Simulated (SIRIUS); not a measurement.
# ZrB2 (P6/mmm) in SIRIUS: notebook, part 3 of 4

SIRIUS 7.12.0. Earlier steps stand in the parts before.

### 5 Equation of state, PBEsol, 10.25 Å³/atom

The input, sirius.json:

```json
{
  "control": {
    "processing_unit": "cpu",
    "std_evp_solver_name": "lapack",
    "gen_evp_solver_name": "lapack",
    "verbosity": 2,
    "print_forces": false,
    "ortho_rf": true,
    "use_second_variation": true,
    "rmt_max": 3.0,
    "num_bands_to_print": 24,
    "save_wf": true
  },
  "parameters": {
    "electronic_structure_method": "full_potential_lapwlo",
    "xc_functionals": ["XC_GGA_X_PBE_SOL", "XC_GGA_C_PBE_SOL"],
    "core_relativity": "dirac",
    "valence_relativity": "iora",
    "num_fv_states": 24,
    "smearing": "fermi_dirac",
    "smearing_width": 0.0018374661,
    "pw_cutoff": 20,
    "gk_cutoff": 3.92,
    "lmax_apw": 11,
    "lmax_rho": 8,
    "lmax_pot": 8,
    "num_mag_dims": 0,
    "auto_rmt": 0,
    "ngridk": [10, 10, 8],
    "shiftk": [0, 0, 0],
    "num_dft_iter": 80,
    "energy_tol": 1e-07,
    "density_tol": 1e-05,
    "use_symmetry": true
  },
  "settings": {"tol_ne": 1e-10},
  "iterative_solver": {"type": "exact"},
  "mixer": {"type": "anderson", "beta": 0.5, "max_history": 8},
  "unit_cell": {
    "lattice_vectors": [[5.9904318151, 0.0, 0.0], [-2.9952159075, 5.1878661315, 0.0], [0.0, 0.0, 6.6764023983]],
    "atom_types": ["B", "Zr"],
    "atom_files": {"B": "B.json", "Zr": "Zr.json"},
    "atoms": {"B": [[0.6666666667, 0.3333333333, 0.5], [0.3333333333, 0.6666666667, 0.5]], "Zr": [[0.0, 0.0, 0.0]]}
  }
}
```

The input, B.json:

```json
{
  "name": "boron",
  "symbol": "B",
  "number": 5,
  "mass": 10.811,
  "rmin": 1e-06,
  "rmt": 1.66,
  "nrmt": 800,
  "rinf": 17.81,
  "core": "1s",
  "valence": [
    {"basis": [{"enu": 0.24, "dme": 0, "n": 0, "auto": 0}, {"enu": 0.24, "dme": 1, "n": 0, "auto": 0}]},
    {"l": 0, "n": 1, "basis": [{"enu": 0.2859, "dme": 0, "n": 0, "auto": 0}]},
    {"l": 1, "n": 2, "basis": [{"enu": 0.34, "dme": 0, "n": 0, "auto": 0}]},
    {"l": 2, "n": 3, "basis": [{"enu": 0.34, "dme": 0, "n": 0, "auto": 0}]},
    {"l": 3, "n": 4, "basis": [{"enu": 0.34, "dme": 0, "n": 0, "auto": 0}]}
  ],
  "lo": [
    {
      "l": 0,
      "basis": [{"enu": 0.2859, "dme": 0, "n": 0, "auto": 0}, {"enu": 0.2859, "dme": 1, "n": 0, "auto": 0}]
    },
    {
      "l": 0,
      "basis": [{"enu": 0.2859, "dme": 1, "n": 0, "auto": 0}, {"enu": 0.2859, "dme": 2, "n": 0, "auto": 0}]
    },
    {
      "l": 0,
      "basis": [{"enu": 0.2859, "dme": 0, "n": 0, "auto": 0}, {"enu": 4.6407, "dme": 0, "n": 0, "auto": 0}]
    },
    {"l": 1, "basis": [{"enu": 0.34, "dme": 0, "n": 0, "auto": 0}, {"enu": 0.34, "dme": 1, "n": 0, "auto": 0}]},
    {"l": 1, "basis": [{"enu": 0.34, "dme": 1, "n": 0, "auto": 0}, {"enu": 0.34, "dme": 2, "n": 0, "auto": 0}]},
    {"l": 1, "basis": [{"enu": 0.34, "dme": 0, "n": 0, "auto": 0}, {"enu": 5.348, "dme": 0, "n": 0, "auto": 0}]},
    {"l": 2, "basis": [{"enu": 0.34, "dme": 0, "n": 0, "auto": 0}, {"enu": 0.34, "dme": 1, "n": 0, "auto": 0}]},
    {"l": 2, "basis": [{"enu": 0.34, "dme": 1, "n": 0, "auto": 0}, {"enu": 0.34, "dme": 2, "n": 0, "auto": 0}]},
    {"l": 2, "basis": [{"enu": 0.34, "dme": 0, "n": 0, "auto": 0}, {"enu": 6.0012, "dme": 0, "n": 0, "auto": 0}]},
    {"l": 3, "basis": [{"enu": 0.34, "dme": 0, "n": 0, "auto": 0}, {"enu": 0.34, "dme": 1, "n": 0, "auto": 0}]}
  ],
  "free_atom": [... radial grid and density of the free atom, the start of the SCF ...]
}
```

The input, Zr.json:

```json
{
  "name": "zirconium",
  "symbol": "Zr",
  "number": 40,
  "mass": 91.224,
  "rmin": 1e-06,
  "rmt": 2.43,
  "nrmt": 800,
  "rinf": 17.42,
  "core": "1s2s2p3s3p",
  "valence": [
    {"basis": [{"enu": 0.24, "dme": 0, "n": 0, "auto": 0}, {"enu": 0.24, "dme": 1, "n": 0, "auto": 0}]},
    {"l": 0, "n": 1, "basis": [{"enu": 0.34, "dme": 0, "n": 0, "auto": 0}]},
    {"l": 1, "n": 2, "basis": [{"enu": 0.34, "dme": 0, "n": 0, "auto": 0}]},
    {"l": 2, "n": 3, "basis": [{"enu": 0.34, "dme": 0, "n": 0, "auto": 0}]},
    {"l": 3, "n": 4, "basis": [{"enu": 0.34, "dme": 0, "n": 0, "auto": 0}]}
  ],
  "lo": [
    {"l": 0, "basis": [{"enu": 0.34, "dme": 0, "n": 0, "auto": 0}, {"enu": 0.34, "dme": 1, "n": 0, "auto": 0}]},
    {
      "l": 0,
      "basis": [{"enu": -1.5212, "dme": 0, "n": 4, "auto": 1}, {"enu": -1.5212, "dme": 1, "n": 4, "auto": 1}]
    },
    {
      "l": 0,
      "basis": [{"enu": -1.5212, "dme": 1, "n": 4, "auto": 1}, {"enu": 0.34, "dme": 0, "n": 0, "auto": 0}]
    },
    {"l": 0, "basis": [{"enu": 0.34, "dme": 0, "n": 0, "auto": 0}, {"enu": 3.0496, "dme": 0, "n": 0, "auto": 0}]},
    {"l": 1, "basis": [{"enu": 0.34, "dme": 0, "n": 0, "auto": 0}, {"enu": 0.34, "dme": 1, "n": 0, "auto": 0}]},
    {
      "l": 1,
      "basis": [{"enu": -0.7159, "dme": 0, "n": 4, "auto": 1}, {"enu": -0.7159, "dme": 1, "n": 4, "auto": 1}]
    },
    {
      "l": 1,
      "basis": [{"enu": -0.7159, "dme": 1, "n": 4, "auto": 1}, {"enu": 0.34, "dme": 0, "n": 0, "auto": 0}]
    },
    {"l": 1, "basis": [{"enu": 0.34, "dme": 0, "n": 0, "auto": 0}, {"enu": 3.4561, "dme": 0, "n": 0, "auto": 0}]},
    {"l": 2, "basis": [{"enu": 0.34, "dme": 0, "n": 0, "auto": 0}, {"enu": 0.34, "dme": 1, "n": 0, "auto": 0}]},
    {"l": 2, "basis": [{"enu": 0.34, "dme": 1, "n": 0, "auto": 0}, {"enu": 0.34, "dme": 2, "n": 0, "auto": 0}]},
    {
      "l": 2,
      "basis": [{"enu": -5.9526, "dme": 0, "n": 3, "auto": 1}, {"enu": -5.9526, "dme": 1, "n": 3, "auto": 1}]
    },
    {"l": 2, "basis": [{"enu": 0.34, "dme": 0, "n": 0, "auto": 0}, {"enu": 2.9819, "dme": 0, "n": 0, "auto": 0}]},
    {"l": 3, "basis": [{"enu": 0.34, "dme": 0, "n": 0, "auto": 0}, {"enu": 0.34, "dme": 1, "n": 0, "auto": 0}]},
    {"l": 3, "basis": [{"enu": 0.34, "dme": 0, "n": 0, "auto": 0}, {"enu": 3.2867, "dme": 0, "n": 0, "auto": 0}]}
  ],
  "free_atom": [... radial grid and density of the free atom, the start of the SCF ...]
}
```

The input, sirius_start.json:

```json
{
  "control": {
    "processing_unit": "cpu",
    "std_evp_solver_name": "lapack",
    "gen_evp_solver_name": "lapack",
    "verbosity": 1,
    "print_forces": false,
    "ortho_rf": true,
    "use_second_variation": true,
    "rmt_max": 3.0,
    "num_bands_to_print": 24,
    "save_wf": false
  },
  "parameters": {
    "electronic_structure_method": "full_potential_lapwlo",
    "xc_functionals": ["XC_LDA_X", "XC_LDA_C_PW"],
    "core_relativity": "dirac",
    "valence_relativity": "iora",
    "num_fv_states": 24,
    "smearing": "fermi_dirac",
    "smearing_width": 0.0055123983,
    "pw_cutoff": 20,
    "gk_cutoff": 3.13,
    "lmax_apw": 11,
    "lmax_rho": 8,
    "lmax_pot": 8,
    "num_mag_dims": 0,
    "auto_rmt": 0,
    "ngridk": [4, 4, 3],
    "shiftk": [0, 0, 0],
    "num_dft_iter": 30,
    "energy_tol": 0.01,
    "density_tol": 0.05,
    "use_symmetry": true
  },
  "settings": {"tol_ne": 1e-10},
  "iterative_solver": {"type": "exact"},
  "mixer": {"type": "anderson", "beta": 0.5, "max_history": 8},
  "unit_cell": {
    "lattice_vectors": [[5.9904318151, 0.0, 0.0], [-2.9952159075, 5.1878661315, 0.0], [0.0, 0.0, 6.6764023983]],
    "atom_types": ["B", "Zr"],
    "atom_files": {"B": "B.json", "Zr": "Zr.json"},
    "atoms": {"B": [[0.6666666667, 0.3333333333, 0.5], [0.3333333333, 0.6666666667, 0.5]], "Zr": [[0.0, 0.0, 0.0]]}
  }
}
```

The run is started by

```bash
> OMP_NUM_THREADS=1 sirius.scf --input=sirius_start.json --output=start.json
> OMP_NUM_THREADS=1 sirius.scf --input=sirius.json --output=output.json --task=1
```

Wall time 73 s (1 thread of Arm Neoverse V2, shared host); peak memory 0.61 GiB.

It converged, with:

* Free energy: -99233.4921 eV
* Band gap on the k mesh: none (metal or under the smearing width)
* All electrons inside the program's atomic spheres: Zr 37.73; B 3.69 (radii B 1.66, Zr 2.43 bohr)

### 6 Equation of state, PBEsol, 10.45 Å³/atom (volume scaled by 1.02)

sirius.json, as its differences from that of step 5:

```diff
@@ -39,3 +39,3 @@
   "unit_cell": {
-    "lattice_vectors": [[5.9904318151, 0.0, 0.0], [-2.9952159075, 5.1878661315, 0.0], [0.0, 0.0, 6.6764023983]],
+    "lattice_vectors": [[6.0301047051, 0.0, 0.0], [-3.0150523526, 5.2222238622, 0.0], [0.0, 0.0, 6.7206182723]],
     "atom_types": ["B", "Zr"],
```

The input, B.json:

```json
{
  "name": "boron",
  "symbol": "B",
  "number": 5,
  "mass": 10.811,
  "rmin": 1e-06,
  "rmt": 1.66,
  "nrmt": 800,
  "rinf": 17.81,
  "core": "1s",
  "valence": [
    {"basis": [{"enu": 0.23, "dme": 0, "n": 0, "auto": 0}, {"enu": 0.23, "dme": 1, "n": 0, "auto": 0}]},
    {"l": 0, "n": 1, "basis": [{"enu": 0.2759, "dme": 0, "n": 0, "auto": 0}]},
    {"l": 1, "n": 2, "basis": [{"enu": 0.33, "dme": 0, "n": 0, "auto": 0}]},
    {"l": 2, "n": 3, "basis": [{"enu": 0.33, "dme": 0, "n": 0, "auto": 0}]},
    {"l": 3, "n": 4, "basis": [{"enu": 0.33, "dme": 0, "n": 0, "auto": 0}]}
  ],
  "lo": [
    {
      "l": 0,
      "basis": [{"enu": 0.2759, "dme": 0, "n": 0, "auto": 0}, {"enu": 0.2759, "dme": 1, "n": 0, "auto": 0}]
    },
    {
      "l": 0,
      "basis": [{"enu": 0.2759, "dme": 1, "n": 0, "auto": 0}, {"enu": 0.2759, "dme": 2, "n": 0, "auto": 0}]
    },
    {
      "l": 0,
      "basis": [{"enu": 0.2759, "dme": 0, "n": 0, "auto": 0}, {"enu": 4.6307, "dme": 0, "n": 0, "auto": 0}]
    },
    {"l": 1, "basis": [{"enu": 0.33, "dme": 0, "n": 0, "auto": 0}, {"enu": 0.33, "dme": 1, "n": 0, "auto": 0}]},
    {"l": 1, "basis": [{"enu": 0.33, "dme": 1, "n": 0, "auto": 0}, {"enu": 0.33, "dme": 2, "n": 0, "auto": 0}]},
    {"l": 1, "basis": [{"enu": 0.33, "dme": 0, "n": 0, "auto": 0}, {"enu": 5.338, "dme": 0, "n": 0, "auto": 0}]},
    {"l": 2, "basis": [{"enu": 0.33, "dme": 0, "n": 0, "auto": 0}, {"enu": 0.33, "dme": 1, "n": 0, "auto": 0}]},
    {"l": 2, "basis": [{"enu": 0.33, "dme": 1, "n": 0, "auto": 0}, {"enu": 0.33, "dme": 2, "n": 0, "auto": 0}]},
    {"l": 2, "basis": [{"enu": 0.33, "dme": 0, "n": 0, "auto": 0}, {"enu": 5.9912, "dme": 0, "n": 0, "auto": 0}]},
    {"l": 3, "basis": [{"enu": 0.33, "dme": 0, "n": 0, "auto": 0}, {"enu": 0.33, "dme": 1, "n": 0, "auto": 0}]}
  ],
  "free_atom": [... radial grid and density of the free atom, the start of the SCF ...]
}
```

The input, Zr.json:

```json
{
  "name": "zirconium",
  "symbol": "Zr",
  "number": 40,
  "mass": 91.224,
  "rmin": 1e-06,
  "rmt": 2.43,
  "nrmt": 800,
  "rinf": 17.42,
  "core": "1s2s2p3s3p",
  "valence": [
    {"basis": [{"enu": 0.23, "dme": 0, "n": 0, "auto": 0}, {"enu": 0.23, "dme": 1, "n": 0, "auto": 0}]},
    {"l": 0, "n": 1, "basis": [{"enu": 0.33, "dme": 0, "n": 0, "auto": 0}]},
    {"l": 1, "n": 2, "basis": [{"enu": 0.33, "dme": 0, "n": 0, "auto": 0}]},
    {"l": 2, "n": 3, "basis": [{"enu": 0.33, "dme": 0, "n": 0, "auto": 0}]},
    {"l": 3, "n": 4, "basis": [{"enu": 0.33, "dme": 0, "n": 0, "auto": 0}]}
  ],
  "lo": [
    {"l": 0, "basis": [{"enu": 0.33, "dme": 0, "n": 0, "auto": 0}, {"enu": 0.33, "dme": 1, "n": 0, "auto": 0}]},
    {
      "l": 0,
      "basis": [{"enu": -1.5312, "dme": 0, "n": 4, "auto": 1}, {"enu": -1.5312, "dme": 1, "n": 4, "auto": 1}]
    },
    {
      "l": 0,
      "basis": [{"enu": -1.5312, "dme": 1, "n": 4, "auto": 1}, {"enu": 0.33, "dme": 0, "n": 0, "auto": 0}]
    },
    {"l": 0, "basis": [{"enu": 0.33, "dme": 0, "n": 0, "auto": 0}, {"enu": 3.0396, "dme": 0, "n": 0, "auto": 0}]},
    {"l": 1, "basis": [{"enu": 0.33, "dme": 0, "n": 0, "auto": 0}, {"enu": 0.33, "dme": 1, "n": 0, "auto": 0}]},
    {
      "l": 1,
      "basis": [{"enu": -0.7259, "dme": 0, "n": 4, "auto": 1}, {"enu": -0.7259, "dme": 1, "n": 4, "auto": 1}]
    },
    {
      "l": 1,
      "basis": [{"enu": -0.7259, "dme": 1, "n": 4, "auto": 1}, {"enu": 0.33, "dme": 0, "n": 0, "auto": 0}]
    },
    {"l": 1, "basis": [{"enu": 0.33, "dme": 0, "n": 0, "auto": 0}, {"enu": 3.4461, "dme": 0, "n": 0, "auto": 0}]},
    {"l": 2, "basis": [{"enu": 0.33, "dme": 0, "n": 0, "auto": 0}, {"enu": 0.33, "dme": 1, "n": 0, "auto": 0}]},
    {"l": 2, "basis": [{"enu": 0.33, "dme": 1, "n": 0, "auto": 0}, {"enu": 0.33, "dme": 2, "n": 0, "auto": 0}]},
    {
      "l": 2,
      "basis": [{"enu": -5.9626, "dme": 0, "n": 3, "auto": 1}, {"enu": -5.9626, "dme": 1, "n": 3, "auto": 1}]
    },
    {"l": 2, "basis": [{"enu": 0.33, "dme": 0, "n": 0, "auto": 0}, {"enu": 2.9719, "dme": 0, "n": 0, "auto": 0}]},
    {"l": 3, "basis": [{"enu": 0.33, "dme": 0, "n": 0, "auto": 0}, {"enu": 0.33, "dme": 1, "n": 0, "auto": 0}]},
    {"l": 3, "basis": [{"enu": 0.33, "dme": 0, "n": 0, "auto": 0}, {"enu": 3.2767, "dme": 0, "n": 0, "auto": 0}]}
  ],
  "free_atom": [... radial grid and density of the free atom, the start of the SCF ...]
}
```

sirius_start.json, as its differences from that of step 5:

```diff
@@ -39,3 +39,3 @@
   "unit_cell": {
-    "lattice_vectors": [[5.9904318151, 0.0, 0.0], [-2.9952159075, 5.1878661315, 0.0], [0.0, 0.0, 6.6764023983]],
+    "lattice_vectors": [[6.0301047051, 0.0, 0.0], [-3.0150523526, 5.2222238622, 0.0], [0.0, 0.0, 6.7206182723]],
     "atom_types": ["B", "Zr"],
```

Potentials or basis: all-electron FP-LAPW, apw+lo standard.

The run is started by

```bash
> OMP_NUM_THREADS=1 sirius.scf --input=sirius_start.json --output=start.json
> OMP_NUM_THREADS=1 sirius.scf --input=sirius.json --output=output.json --task=1
```

Wall time 74 s (1 thread of Arm Neoverse V2, shared host); peak memory 0.61 GiB.

The run converged. Its results:

```yaml
Free_energy: -99233.4680 eV
Band_gap_on_the_k_mesh: none (metal or under the smearing width)
All_electrons_inside_the_program's_atomic_spheres: Zr 37.70; B 3.67 (radii B 1.66, Zr 2.43 bohr)
```

### 7 Equation of state, PBEsol, 10.66 Å³/atom (volume scaled by 1.04)

sirius.json, as its differences from that of step 6:

```diff
@@ -39,3 +39,3 @@
   "unit_cell": {
-    "lattice_vectors": [[6.0301047051, 0.0, 0.0], [-3.0150523526, 5.2222238622, 0.0], [0.0, 0.0, 6.7206182723]],
+    "lattice_vectors": [[6.0692623264, 0.0, 0.0], [-3.0346311633, 5.2561353569, 0.0], [0.0, 0.0, 6.7642598735]],
     "atom_types": ["B", "Zr"],
```

B.json is that of step 6.

Zr.json is that of step 6.

sirius_start.json, as its differences from that of step 6:

```diff
@@ -39,3 +39,3 @@
   "unit_cell": {
-    "lattice_vectors": [[6.0301047051, 0.0, 0.0], [-3.0150523526, 5.2222238622, 0.0], [0.0, 0.0, 6.7206182723]],
+    "lattice_vectors": [[6.0692623264, 0.0, 0.0], [-3.0346311633, 5.2561353569, 0.0], [0.0, 0.0, 6.7642598735]],
     "atom_types": ["B", "Zr"],
```

The run is started by

```bash
> OMP_NUM_THREADS=1 sirius.scf --input=sirius_start.json --output=start.json
> OMP_NUM_THREADS=1 sirius.scf --input=sirius.json --output=output.json --task=1
```

Wall time 75 s (1 thread of Arm Neoverse V2, shared host); peak memory 0.62 GiB.

It converged, with:

- Free energy: -99233.4273 eV
- Band gap on the k mesh: none (metal or under the smearing width)
- All electrons inside the program's atomic spheres: Zr 37.67; B 3.65 (radii B 1.66, Zr 2.43 bohr)

[end of part 3 of 4]
